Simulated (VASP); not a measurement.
# MnAs: DFT+U with U raised in steps, by symmetry

MnAs, P6_3/mmc (no. 194), 4 atoms in the cell. PBEsol, DFT+U, U raised in steps; PAW potentials As, Mn_pv (PBE set).

| Symmetry (ISYM) | U at once less U in steps (meV/atom) | Gap with U at once (eV) | Time (s) |
|---|---|---|---|
| 0 | 0.0 | 0.00 | 258 |
| 2 | 0.0 | 0.00 | 88 |

## Input of the first row

INCAR.step1:
```
SYSTEM = MnAs
ALGO = Normal
AMIX = 0.2
AMIX_MAG = 0.8
BMIX = 1E-4
BMIX_MAG = 1E-4
EDIFF = 1E-6
ENCUT = 520
GGA = PS
ISMEAR = 0
ISPIN = 2
ISYM = 0
LASPH = .True.
LCHARG = .True.
LDAU = .True.
LDAUJ = 0 0
LDAUL = -1 2
LDAUPRINT = 1
LDAUTYPE = 2
LDAUU = 0 0
LMAXMIX = 4
LORBIT = 11
LREAL = .False.
LWAVE = .True.
MAGMOM = 0 0 5 -5
NELM = 200
PREC = Accurate
SIGMA = 0.05
```

INCAR.step2, as INCAR.step1 but for:
```
- LDAUU = 0 0
+ ICHARG = 1
+ ISTART = 1
+ LDAUU = 0 1
```

INCAR.step3, as INCAR.step2 but for:
```
- LDAUU = 0 1
+ LDAUU = 0 2
```

INCAR.step4 to INCAR.step5 change the same tag again: LDAUU = 0 3, 0 4.

INCAR.step6, as INCAR.step5 but for:
```
- ICHARG = 1
- ISTART = 1
- LCHARG = .True.
- LWAVE = .True.
+ LCHARG = .False.
+ LWAVE = .False.
```

KPOINTS:
```
k-points
0
Gamma
  6 6 4
```

POSCAR:
```
MnAs
1.0
    3.7100000000      0.0000000000      0.0000000000
   -1.8550000000      3.2129542480      0.0000000000
    0.0000000000      0.0000000000      5.6910000000
As Mn
2 2
Direct
    0.6666666667      0.3333333333      0.7500000000
    0.3333333333      0.6666666667      0.2500000000
    0.0000000000      0.0000000000      0.5000000000
    0.0000000000      0.0000000000      0.0000000000
```

Commands (each step's output is kept before the next begins):
```
cat potpaw_PBE.64/As/POTCAR potpaw_PBE.64/Mn_pv/POTCAR > POTCAR
cp INCAR.step1 INCAR
mpirun -np 4 vasp_std > vasp.out
cp INCAR.step2 INCAR
mpirun -np 4 vasp_std > vasp.out
cp INCAR.step3 INCAR
mpirun -np 4 vasp_std > vasp.out
cp INCAR.step4 INCAR
mpirun -np 4 vasp_std > vasp.out
cp INCAR.step5 INCAR
mpirun -np 4 vasp_std > vasp.out
rm WAVECAR CHGCAR CHG
cp INCAR.step6 INCAR
mpirun -np 4 vasp_std > vasp.out
```

Changes of the last row against the first:
```
(all steps)
- ISYM = 0
+ ISYM = 2
```

VASP 6.6.1 took 258 s on 4 cores (Intel Xeon Platinum 8375C @ 2.90GHz (Ice Lake)), a shared host.
